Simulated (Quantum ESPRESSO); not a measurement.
**Collinear magnetic orders of CoO with Quantum ESPRESSO**

Wanted: the moments of CoO and the energy of each order that was tried.

Method: PBEsol with U = 3.5 eV on Co d (ortho-atomic projectors); plane waves with GBRV 1.5 PBEsol potentials, no spin-orbit coupling, in Quantum ESPRESSO 7.5.

## (1) The starting structure

It takes space group I4/mmm (No. 139, tetragonal). The conventional cell has a = 3.016 Å, b = 3.016 Å, c = 4.214 Å, α = 90.00°, β = 90.00°, γ = 90.00°. Nearest to Co lie 6 O at 2.11 to 2.13 Å. Nearest to O lie 6 Co at 2.11 to 2.13 Å. Farther neighbours and most contacts between anions are not listed.

The cell comes from the Crystallography Open Database.

## (2) Run 1 (ferro +)

The signs are those of the starting moments on the seeded atoms, the atoms that are given a moment.

Input file pw.in:

```
&CONTROL
  calculation = 'scf'
  prefix = 'pwscf'
  outdir = './tmp'
  pseudo_dir = './pseudo'
  disk_io = 'nowf'
/
&SYSTEM
  ibrav = 0
  celldm(1) = 8
  nat = 2
  ntyp = 2
  ecutwfc = 40
  ecutrho = 280
  nbnd = 20
  occupations = 'smearing'
  smearing = 'fd'
  degauss = 0.00146997
  nspin = 2
  starting_magnetization(1) = 0.1765
  starting_magnetization(2) = 0
/
&ELECTRONS
  conv_thr = 4d-09
  electron_maxstep = 150
  mixing_beta = 0.3
/
ATOMIC_SPECIES
Co     58.9332 co_pbesol_v1.2.uspp.F.UPF
O      15.9990 o_pbesol_v1.2.uspp.F.UPF
CELL_PARAMETERS alat
  -0.3562133744920    0.3562133744920    0.4977650903806
   0.3562133744920   -0.3562133744920    0.4977650903806
   0.3562133744920    0.3562133744920   -0.4977650903806
ATOMIC_POSITIONS crystal
Co      0.0000000000    0.0000000000    0.0000000000
O       0.5000000000    0.5000000000    0.0000000000
K_POINTS automatic
14 14 14 0 0 0
HUBBARD {ortho-atomic}
U Co-3d 3.5000
```

Command:

```bash
$ OMP_NUM_THREADS=1 mpirun -n 4 pw.x -nk 4 -in pw.in > pw.out
```

The log of the run:

```text
Program PWSCF v.7.5 starts

     Message from routine setup:
     using ibrav=0 with symmetry is DISCOURAGED, use correct ibrav instead

     K-points division:     npool     =       4
     Subspace diagonalization in iterative solution of the eigenvalue problem:

     G-vector sticks info
     --------------------
     sticks:   dense  smooth     PW     G-vecs:    dense   smooth      PW
     Sum         713     413    169                10193     4429    1163

     Using Slab Decomposition

     bravais-lattice index     =            0
     lattice parameter (alat)  =       8.0000  a.u.
     unit-cell volume          =     129.3525 (a.u.)^3
     number of atoms/cell      =            2
     number of atomic types    =            2
     number of electrons       =        23.00
     number of Kohn-Sham states=           20
     kinetic-energy cutoff     =      40.0000  Ry
     charge density cutoff     =     280.0000  Ry
     scf convergence threshold =      4.0E-09
     mixing beta               =       0.3000
     number of iterations used =            8  plain     mixing
     Exchange-correlation= SLA  PW   PSX  PSC
                           (   1   4  10   8   0   0   0)
     Hubbard projectors: ortho-atomic
     Hubbard parameters of DFT+U (Dudarev formulation) in eV:
     U(Co-3d) =  3.5000

     Internal variables: lda_plus_u =T, lda_plus_u_kind = 0

     Internal variables: orbital_resolved =F, hub_pot_fix =F, apply_U = F

     celldm(1)=   8.000000  celldm(2)=   0.000000  celldm(3)=   0.000000
     celldm(4)=   0.000000  celldm(5)=   0.000000  celldm(6)=   0.000000

     crystal axes: (cart. coord. in units of alat)
               a(1) = (  -0.356213   0.356213   0.497765 )
               a(2) = (   0.356213  -0.356213   0.497765 )
               a(3) = (   0.356213   0.356213  -0.497765 )

     reciprocal axes: (cart. coord. in units 2 pi/alat)
               b(1) = ( -0.000000  1.403653  1.004490 )
               b(2) = (  1.403653 -0.000000  1.004490 )
               b(3) = (  1.403653  1.403653  0.000000 )

     PseudoPot. # 1 for Co read from file:
     co_pbesol_v1.2.uspp.F.UPF
     Pseudo is Ultrasoft + core correction, Zval = 17.0
     Generated by new atomic code, or converted to UPF format
     Using radial grid of  863 points,  6 beta functions with:
                l(1) =   0
                l(2) =   0
                l(3) =   1
                l(4) =   1
                l(5) =   2
                l(6) =   2
     Q(r) pseudized with  8 coefficients,  rinner =    1.200   1.200   1.200
                                                       1.200   1.200

     PseudoPot. # 2 for O  read from file:
     o_pbesol_v1.2.uspp.F.UPF
     Pseudo is Ultrasoft + core correction, Zval =  6.0
     Generated by new atomic code, or converted to UPF format
     Using radial grid of  737 points,  5 beta functions with:
                l(1) =   0
                l(2) =   0
                l(3) =   1
                l(4) =   1
                l(5) =   2
     Q(r) pseudized with  8 coefficients,  rinner =    0.900   0.900   0.900
                                                       0.900   0.900

     atomic species   valence    mass     pseudopotential
     Co               17.00    58.93320     Co( 1.00)
     O                 6.00    15.99900     O ( 1.00)

     Starting magnetic structure
     atomic species   magnetization
     Co              0.176
     O               0.000

     16 Sym. Ops., with inversion, found

   Cartesian axes

     site n.     atom                  positions (alat units)
         1        Co     tau(   1) = (   0.0000000   0.0000000   0.0000000  )
         2        O      tau(   2) = (   0.0000000   0.0000000   0.4977651  )

     number of k points=   244  Fermi-Dirac smearing, width (Ry)=  0.0015

     Number of k-points >= 100: set verbosity='high' to print them.

     Dense  grid:    10193 G-vectors     FFT dimensions: (  32,  32,  32)

     Smooth grid:     4429 G-vectors     FFT dimensions: (  24,  24,  24)

     Check: negative core charge=   -0.000039
     Generating pointlists ...
     new r_m :   0.2053 (alat units)  1.6426 (a.u.) for type    1
     new r_m :   0.2053 (alat units)  1.6426 (a.u.) for type    2

     Initial potential from superposition of free atoms

     starting charge      22.0000, renormalised to      23.0000

     STARTING HUBBARD OCCUPATIONS:

     =================== HUBBARD OCCUPATIONS ===================
     ------------------------ ATOM    1 ------------------------
     Tr[ns(  1)] (up, down, total) =   5.00000  2.00000  7.00000
     Atomic magnetic moment for atom   1 =   3.00000
     [... lines left out ...]
     Number of occupied Hubbard levels =    7.0000

     Atomic wfc used for Hubbard projectors are orthogonalized

     Starting wfcs are   17 randomized atomic wfcs +    3 random wfcs

     Self-consistent Calculation

     iteration #  1     ecut=    40.00 Ry     beta= 0.30
     Davidson diagonalization with overlap
     ethr =  1.00E-02,  avg # of iterations =  5.1

     =================== HUBBARD OCCUPATIONS ===================
     ------------------------ ATOM    1 ------------------------
     Tr[ns(  1)] (up, down, total) =   4.62855  0.92976  5.55831
     Atomic magnetic moment for atom   1 =   3.69879
     [... lines left out ...]
     Number of occupied Hubbard levels =    5.5583

     total energy              =    -328.49867744 Ry
     estimated scf accuracy    <       6.09674100 Ry

     total magnetization       =     3.63 Bohr mag/cell
     absolute magnetization    =     3.72 Bohr mag/cell

     iteration #  2     ecut=    40.00 Ry     beta= 0.30
     Davidson diagonalization with overlap
     ethr =  1.00E-02,  avg # of iterations =  2.0

     total energy              =    -329.47900626 Ry
     estimated scf accuracy    <       5.06256088 Ry

     total magnetization       =     1.05 Bohr mag/cell
     absolute magnetization    =     1.07 Bohr mag/cell

     iteration #  3     ecut=    40.00 Ry     beta= 0.30
     Davidson diagonalization with overlap
     ethr =  1.00E-02,  avg # of iterations =  1.0

     total energy              =    -330.27305531 Ry
     estimated scf accuracy    <       0.19922116 Ry

     total magnetization       =     3.01 Bohr mag/cell
     absolute magnetization    =     3.04 Bohr mag/cell

     [... further iterations left out ...]

     iteration # 17     ecut=    40.00 Ry     beta= 0.30
     Davidson diagonalization with overlap
     ethr =  7.64E-10,  avg # of iterations =  1.0

     total energy              =    -330.30329970 Ry
     estimated scf accuracy    <       0.00000004 Ry

     total magnetization       =     3.00 Bohr mag/cell
     absolute magnetization    =     3.03 Bohr mag/cell

     iteration # 18     ecut=    40.00 Ry     beta= 0.30
     Davidson diagonalization with overlap
     ethr =  1.89E-10,  avg # of iterations =  1.5

     total energy              =    -330.30329970 Ry
     estimated scf accuracy    <       0.00000002 Ry

     total magnetization       =     3.00 Bohr mag/cell
     absolute magnetization    =     3.03 Bohr mag/cell

     iteration # 19     ecut=    40.00 Ry     beta= 0.30
     Davidson diagonalization with overlap
     ethr =  7.33E-11,  avg # of iterations =  1.0

     total energy              =    -330.30329970 Ry
     estimated scf accuracy    <       0.00000001 Ry

     total magnetization       =     3.00 Bohr mag/cell
     absolute magnetization    =     3.03 Bohr mag/cell

     iteration # 20     ecut=    40.00 Ry     beta= 0.30
     Davidson diagonalization with overlap
     ethr =  4.95E-11,  avg # of iterations =  1.0

     Magnetic moment per site  (integrated on atomic sphere of radius R)
     atom   1 (R=0.205)  charge= 14.5423  magn=  2.6044
     atom   2 (R=0.205)  charge=  5.7186  magn=  0.2861

     End of self-consistent calculation

     =================== HUBBARD OCCUPATIONS ===================
     ------------------------ ATOM    1 ------------------------
     Tr[ns(  1)] (up, down, total) =   4.97546  2.31103  7.28649
     Atomic magnetic moment for atom   1 =   2.66443
     [... lines left out ...]
     Number of occupied Hubbard levels =    7.2865

     Number of k-points >= 100: set verbosity='high' to print the bands.

     the Fermi energy is    13.3224 ev

!    total energy              =    -330.30329970 Ry
     estimated scf accuracy    <          2.8E-11 Ry
     smearing contrib. (-TS)   =      -0.00039367 Ry
     internal energy E=F+TS    =    -330.30290603 Ry

     The total energy is F=E-TS. E is the sum of the following terms:
     one-electron contribution =    -181.61435797 Ry
     hartree contribution      =     104.06715744 Ry
     xc contribution           =     -39.58044015 Ry
     ewald contribution        =    -213.29243594 Ry
     Hubbard energy            =       0.11717060 Ry

     total magnetization       =     3.00 Bohr mag/cell
     absolute magnetization    =     3.03 Bohr mag/cell

     convergence has been achieved in  20 iterations

=------------------------------------------------------------------------------=
   JOB DONE.
=------------------------------------------------------------------------------=
```

Elapsed: 38 s, on 4 MPI ranks of Arm Neoverse V2, shared host; peak memory 0.35 GiB; 2.5 min of CPU time.

Spin moment in the atom's sphere by atom:

```tsv
atom	spin moment in the atom's sphere (μB)
Co1	2.60
O2	0.29
```

Read from the output:

```yaml
smearing_term_ts: 0.005356 eV
magnetization: 3 μB
absolute_magnetization: 3.029 μB
final_state: ferromagnetic
```

## (3) Run 2 (antiferro q=(0,0,1/2) +−)

This order needs a doubled cell of 4 atoms. The wavevector q is in fractions of the reciprocal vectors of the crystal's primitive cell, as the cells of these inputs are built from it; moments change sign between cells as cos(2π q·R).

Input file pw.in:

```
&CONTROL
  calculation = 'scf'
  prefix = 'pwscf'
  outdir = './tmp'
  pseudo_dir = './pseudo'
  disk_io = 'nowf'
/
&SYSTEM
  ibrav = 0
  celldm(1) = 8
  nat = 4
  ntyp = 3
  ecutwfc = 40
  ecutrho = 280
  nbnd = 32
  occupations = 'smearing'
  smearing = 'fd'
  degauss = 0.00146997
  nspin = 2
  starting_magnetization(1) = 0.1765
  starting_magnetization(2) = -0.1765
  starting_magnetization(3) = 0
/
&ELECTRONS
  conv_thr = 8d-09
  electron_maxstep = 150
  mixing_beta = 0.3
/
ATOMIC_SPECIES
Co1    58.9332 co_pbesol_v1.2.uspp.F.UPF
Co2    58.9332 co_pbesol_v1.2.uspp.F.UPF
O      15.9990 o_pbesol_v1.2.uspp.F.UPF
CELL_PARAMETERS alat
  -0.3562133744920    0.3562133744920    0.4977650903806
   0.3562133744920   -0.3562133744920    0.4977650903806
   0.7124267489839    0.7124267489839   -0.9955301807613
ATOMIC_POSITIONS crystal
Co1     0.0000000000    0.0000000000    0.0000000000
Co2     0.0000000000    0.0000000000    0.5000000000
O       0.5000000000    0.5000000000    0.0000000000
O       0.5000000000    0.5000000000    0.5000000000
K_POINTS automatic
14 14 7 0 0 0
HUBBARD {ortho-atomic}
U Co1-3d 3.5000
U Co2-3d 3.5000
```

The log of the run:

```text
[banner, memory and clock lines left out]
Program PWSCF v.7.5 starts

     Message from routine setup:
     using ibrav=0 with symmetry is DISCOURAGED, use correct ibrav instead

     bravais-lattice index     =            0
     lattice parameter (alat)  =       8.0000  a.u.
     unit-cell volume          =     258.7050 (a.u.)^3
     number of atoms/cell      =            4
     number of atomic types    =            3
     number of electrons       =        46.00
     number of Kohn-Sham states=           32
     kinetic-energy cutoff     =      40.0000  Ry
     charge density cutoff     =     280.0000  Ry
     scf convergence threshold =      8.0E-09
     mixing beta               =       0.3000
     number of iterations used =            8  plain     mixing
     Exchange-correlation= SLA  PW   PSX  PSC
                           (   1   4  10   8   0   0   0)
     Hubbard projectors: ortho-atomic
     Hubbard parameters of DFT+U (Dudarev formulation) in eV:
     U(Co1-3d) =  3.5000
     U(Co2-3d) =  3.5000

     Internal variables: lda_plus_u =T, lda_plus_u_kind = 0

     Internal variables: orbital_resolved =F, hub_pot_fix =F, apply_U = F

     celldm(1)=   8.000000  celldm(2)=   0.000000  celldm(3)=   0.000000
     celldm(4)=   0.000000  celldm(5)=   0.000000  celldm(6)=   0.000000

     crystal axes: (cart. coord. in units of alat)
               a(1) = (  -0.356213   0.356213   0.497765 )
               a(2) = (   0.356213  -0.356213   0.497765 )
               a(3) = (   0.712427   0.712427  -0.995530 )

     reciprocal axes: (cart. coord. in units 2 pi/alat)
               b(1) = (  0.000000  1.403653  1.004490 )
               b(2) = (  1.403653  0.000000  1.004490 )
               b(3) = (  0.701827  0.701827  0.000000 )

     PseudoPot. # 1 for Co read from file:
     co_pbesol_v1.2.uspp.F.UPF
     Pseudo is Ultrasoft + core correction, Zval = 17.0

     PseudoPot. # 2 for Co read from file:
     co_pbesol_v1.2.uspp.F.UPF
     Pseudo is Ultrasoft + core correction, Zval = 17.0

     PseudoPot. # 3 for O  read from file:
     o_pbesol_v1.2.uspp.F.UPF
     Pseudo is Ultrasoft + core correction, Zval =  6.0

     atomic species   valence    mass     pseudopotential
     Co1              17.00    58.93320     Co( 1.00)
     Co2              17.00    58.93320     Co( 1.00)
     O                 6.00    15.99900     O ( 1.00)

     Starting magnetic structure
     atomic species   magnetization
     Co1             0.176
     Co2            -0.176
     O               0.000

      8 Sym. Ops., with inversion, found

   Cartesian axes

     site n.     atom                  positions (alat units)
         1        Co1    tau(   1) = (   0.0000000   0.0000000   0.0000000  )
         2        Co2    tau(   2) = (   0.3562134   0.3562134  -0.4977651  )
         3        O      tau(   3) = (   0.0000000   0.0000000   0.4977651  )
         4        O      tau(   4) = (   0.3562134   0.3562134  -0.0000000  )

     number of k points=   228  Fermi-Dirac smearing, width (Ry)=  0.0015

     Number of k-points >= 100: set verbosity='high' to print them.

     Dense  grid:    20439 G-vectors     FFT dimensions: (  32,  32,  64)

     Smooth grid:     8837 G-vectors     FFT dimensions: (  24,  24,  45)

     Check: negative core charge=   -0.000039
     Generating pointlists ...
     new r_m :   0.2053 (alat units)  1.6426 (a.u.) for type    1
     new r_m :   0.2053 (alat units)  1.6426 (a.u.) for type    2
     new r_m :   0.2053 (alat units)  1.6426 (a.u.) for type    3

     Initial potential from superposition of free atoms

     starting charge      44.0000, renormalised to      46.0000

     STARTING HUBBARD OCCUPATIONS:

     =================== HUBBARD OCCUPATIONS ===================
     ------------------------ ATOM    1 ------------------------
     Tr[ns(  1)] (up, down, total) =   5.00000  2.00000  7.00000
     Atomic magnetic moment for atom   1 =   3.00000
     [... lines left out ...]
     ------------------------ ATOM    2 ------------------------
     Tr[ns(  2)] (up, down, total) =   2.00000  5.00000  7.00000
     Atomic magnetic moment for atom   2 =  -3.00000
     [... lines left out ...]
     Number of occupied Hubbard levels =   14.0000

     Atomic wfc used for Hubbard projectors are orthogonalized

     Starting wfcs are   34 randomized atomic wfcs

     Self-consistent Calculation

     iteration #  1     ecut=    40.00 Ry     beta= 0.30
     Davidson diagonalization with overlap
     ethr =  1.00E-02,  avg # of iterations =  2.9

     =================== HUBBARD OCCUPATIONS ===================
     ------------------------ ATOM    1 ------------------------
     Tr[ns(  1)] (up, down, total) =   4.60398  0.90539  5.50937
     Atomic magnetic moment for atom   1 =   3.69859
     [... lines left out ...]
     ------------------------ ATOM    2 ------------------------
     Tr[ns(  2)] (up, down, total) =   0.90545  4.60410  5.50955
     Atomic magnetic moment for atom   2 =  -3.69866
     [... lines left out ...]
     Number of occupied Hubbard levels =   11.0189

     total energy              =    -656.93121718 Ry
     estimated scf accuracy    <      12.18596698 Ry

     total magnetization       =     0.00 Bohr mag/cell
     absolute magnetization    =     7.60 Bohr mag/cell

     iteration #  2     ecut=    40.00 Ry     beta= 0.30
     Davidson diagonalization with overlap
     ethr =  1.00E-02,  avg # of iterations =  2.6

     total energy              =    -658.93553867 Ry
     estimated scf accuracy    <      10.35185464 Ry

     total magnetization       =    -0.00 Bohr mag/cell
     absolute magnetization    =     2.15 Bohr mag/cell

     [... further iterations left out ...]

     iteration # 26     ecut=    40.00 Ry     beta= 0.30
     Davidson diagonalization with overlap
     ethr =  1.38E-09,  avg # of iterations =  1.0

     total energy              =    -660.62253671 Ry
     estimated scf accuracy    <       0.00000023 Ry

     total magnetization       =     0.00 Bohr mag/cell
     absolute magnetization    =     5.63 Bohr mag/cell

     iteration # 27     ecut=    40.00 Ry     beta= 0.30
     Davidson diagonalization with overlap
     ethr =  4.94E-10,  avg # of iterations =  1.0

     Magnetic moment per site  (integrated on atomic sphere of radius R)
     atom   1 (R=0.205)  charge= 14.5452  magn=  2.5777
     atom   2 (R=0.205)  charge= 14.5451  magn= -2.5777
     atom   3 (R=0.205)  charge=  5.7204  magn=  0.1002
     atom   4 (R=0.205)  charge=  5.7203  magn= -0.1002

     End of self-consistent calculation

     =================== HUBBARD OCCUPATIONS ===================
     ------------------------ ATOM    1 ------------------------
     Tr[ns(  1)] (up, down, total) =   4.96449  2.31554  7.28003
     Atomic magnetic moment for atom   1 =   2.64896
     [... lines left out ...]
     ------------------------ ATOM    2 ------------------------
     Tr[ns(  2)] (up, down, total) =   2.31551  4.96449  7.28000
     Atomic magnetic moment for atom   2 =  -2.64899
     [... lines left out ...]
     Number of occupied Hubbard levels =   14.5600

     Number of k-points >= 100: set verbosity='high' to print the bands.

     the Fermi energy is    13.6199 ev

!    total energy              =    -660.62253674 Ry
     estimated scf accuracy    <          2.7E-09 Ry
     smearing contrib. (-TS)   =      -0.00058297 Ry
     internal energy E=F+TS    =    -660.62195377 Ry

     The total energy is F=E-TS. E is the sum of the following terms:
     one-electron contribution =    -363.28903437 Ry
     hartree contribution      =     208.23147695 Ry
     xc contribution           =     -79.17639685 Ry
     ewald contribution        =    -426.58487188 Ry
     Hubbard energy            =       0.19687238 Ry

     total magnetization       =    -0.00 Bohr mag/cell
     absolute magnetization    =     5.63 Bohr mag/cell

     convergence has been achieved in  27 iterations
```

Wall time 2.8 min (4 MPI ranks); peak memory 0.64 GiB; 11 min of CPU time.

Spin moment in the atom's sphere by atom:

```tsv
atom	spin moment in the atom's sphere (μB)
Co1	2.58
Co2	-2.58
O3	0.10
O4	-0.10
```

Read from the output:

| Quantity | Value |
| --- | --- |
| smearing term TS | 0.007932 eV |
| magnetization | 0 μB |
| absolute magnetization | 5.632 μB |
| final state | antiferromagnetic |

(Part 1 of 2 ends here.)

[Logs and program files are shortened in this print: banners, set-up blocks, solver, clock and traceback lines can be left out without a mark of their own.]

[Logs are printed without paths, hosts, clocks, repeated set-up lines and the standing remarks that a program may print on its own settings, such as how far it seeks lower states.]

[Hosts, paths, dates, database ids (printed as entryN), source tags and the programs' standing remarks are cut or masked in the printed files.]

[Where a cell is said to come from a database of computed structures, the database is the Materials Project.]
